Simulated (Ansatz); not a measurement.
# CuO (rocksalt type): the cost of one run

Program: Ansatz 0.2.0. Level of theory: DFT PBE, scalar-relativistic. These are calculated values, not measurements.

1 further run of the same task is left out (it didn't finish).

**1. The starting structure**

It takes space group Fm-3m (No. 225, cubic). The conventional cell has a = 4.245 Å, b = 4.245 Å, c = 4.245 Å, α = 90.00°, β = 90.00°, γ = 90.00°. Cu (site symmetry m-3m) has 6 O at 2.12 Å as nearest neighbours. O (site symmetry m-3m) has 6 Cu at 2.12 Å as nearest neighbours.

Structure file:

```
CELL_PARAMETERS angstrom
0.00000 2.12254 2.12254
2.12254 0.00000 2.12254
2.12254 2.12254 0.00000
ATOMIC_POSITIONS crystal
Cu 0.00000 0.00000 0.00000
O 0.50000 0.50000 0.50000
```

The structure (rocksalt type) was typed from a prototype and relaxed by PAW; whether it is the ground state wasn't tested.

Atoms are numbered in the order of the input: Cu1, O2.

**2. Volume × 0.95, LAPW**

input.yaml

```yaml
crystal:
  lattice:
    - [0.0, 2.0865528865, 2.0865528865]
    - [2.0865528865, 0.0, 2.0865528865]
    - [2.0865528865, 2.0865528865, 0.0]
  atoms:
    - { symbol: Cu, position: [0.0, 0.0, 0.0] }
    - { symbol: O, position: [0.5, 0.5, 0.5] }
kpoints:
  mp_grid: { grid: [16, 16, 16] }
scf:
  occupations: { method: fermi_dirac, width: 0.08 }
hamiltonian:
  xc: pbe
  pseudopotentials: { kind: all_electron, lapw: { basis_error: 0.0005 } }
output:
  forces: true
  stress: true
  eigenvalues: true
```

On the command line:

```bash
$ ansatz run input.yaml --threads 1 --pin off --max-ram 2048MiB --backend cpu --events-out ev --progress --plain --runs-dir out
```

What time and memory should one allow on 1 thread of AMD EPYC 9R45 (Zen 5), shared host?

About 10 s, with a peak of 0.55 GiB.
